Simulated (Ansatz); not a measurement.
## Ni: changing the starting magnetic order

```cif
data_structure
_symmetry_space_group_name_H-M 'Im-3m'
_symmetry_Int_Tables_number 229
_cell_length_a 2.7674
_cell_length_b 2.7674
_cell_length_c 2.7674
_cell_angle_alpha 90.000
_cell_angle_beta 90.000
_cell_angle_gamma 90.000
_cell_volume 21.19
loop_
_atom_site_label
_atom_site_type_symbol
_atom_site_symmetry_multiplicity
_atom_site_Wyckoff_symbol
_atom_site_fract_x
_atom_site_fract_y
_atom_site_fract_z
_atom_site_occupancy
Ni1 Ni 2 a 0.00000 0.00000 0.00000 1
```

This isn't the form of Ni at room conditions, which is fcc.

Kept alike: task single point; functional PBEsol; k mesh 13 × 13 × 13; occupations fermi-dirac, width 0.05 eV. Program: Ansatz, Ansatz PAW, cutoff 420 eV. The mesh is that of the run's cell of 1 atom. No spin-orbit coupling.

| starting magnetic order | largest site moment (μB) | moment of the cell (μB) | free energy over the lowest row (meV/atom) |
| --- | --- | --- | --- |
| ferromagnetic start, larger moments | 0.62 | 0.59 | 0.00 |
| fm | 0.62 | 0.59 | 0.00 |
| random | 0.62 | 0.59 | 0.00 |
| spin off | 0.00 | 0.00 | 11.03 |

For a metal such a mesh leaves the last digits unconverged. The runs hold the magnetic state that their start led to, which needn't be the lowest. The row without spin has no moments by construction. Site moments count inside each atom's sphere or projector. All rows use potentials made for PBE.

Q: What does the starting magnetic order change here?

A: The largest site moment runs from 0.00 (spin off) to 0.62 μB (ferromagnetic start, larger moments; fm; random). The moment of the cell runs from 0.00 (spin off) to 0.59 μB (ferromagnetic start, larger moments; fm; random). The free energy is lowest at ferromagnetic start, larger moments; fm; random, and 11.03 meV an atom higher at spin off. Starts that end at one energy have found one state: ferromagnetic start, larger moments; fm; random.
